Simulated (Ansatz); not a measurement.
**MnO under changes of volume**

One of the cells (10.999 Å³/atom); the others are scaled copies at fixed shape and fractional positions:

```
Mn O
1.0
     0.00000    2.22391    2.22391
     2.22391    0.00000    2.22391
     2.22391    2.22391    0.00000
Mn O
1 1
Direct
  0.00000 0.00000 0.00000
  0.50000 0.50000 0.50000
```

The cell is a database's computed one.

```yaml
Program: Ansatz 0.2.0
Functional: HF
Potentials_or_basis: Ansatz PAW
Cutoff: "420 eV (not typed: the program's choice for these potentials)"
k_mesh: 5 × 5 × 5
Occupations: fermi-dirac, width 0.05 eV
Spin: collinear spin, ferromagnetic start
Starting_moments: "[4.0, 0.0] μB"
```

```csv
volume (Å³/atom),energy over the lowest point (meV/atom),pressure (GPa),gap on the mesh (eV)
10.339,70.43,21.1,11.64
10.559,45.23,16.2,11.51
10.779,26.15,11.7,11.39
10.999,?,?,?
11.219,3.67,4.2,11.16
11.439,0.00,0.9,11.05
11.659,0.43,-2.0,10.94
```

Question: What does the run at 10.999 Å³/atom give?

Answer: Energy over the lowest point 11.46 meV/atom; pressure 7.8 GPa; gap on the mesh 11.27 eV.

Worked out: A Birch-Murnaghan fit of order 3 (a polynomial in V^(-2/3)) to the other rows has its minimum at 11.52 Å³/atom with B0 = V·E''(V) = 163 GPa and B' = 2.9. It gives 12.37 meV/atom at 10.999 Å³/atom, against the run's 11.46, and -dE/dV = 8.1 GPa, against 7.8. A straight line through the other rows of the gap, of slope -5.8 eV per unit of ln V, gives 11.28 eV, against the run's 11.27.

Energies are extrapolated to zero smearing.

Caveats: all runs use coarse meshes; the magnetic or orbital state may not be the lowest; odd divisions of the mesh miss points on the zone boundary, where band edges often lie, so the gap on the mesh can be too wide; a cell with one magnetic atom can't hold antiferromagnetic order, which such compounds often take; the PAW data sets come from PBE, with cores solved anew for the run's functional, which leaves a small shift of forces and pressure; the thresholds are loose for stress.

A mesh can miss the band edges.
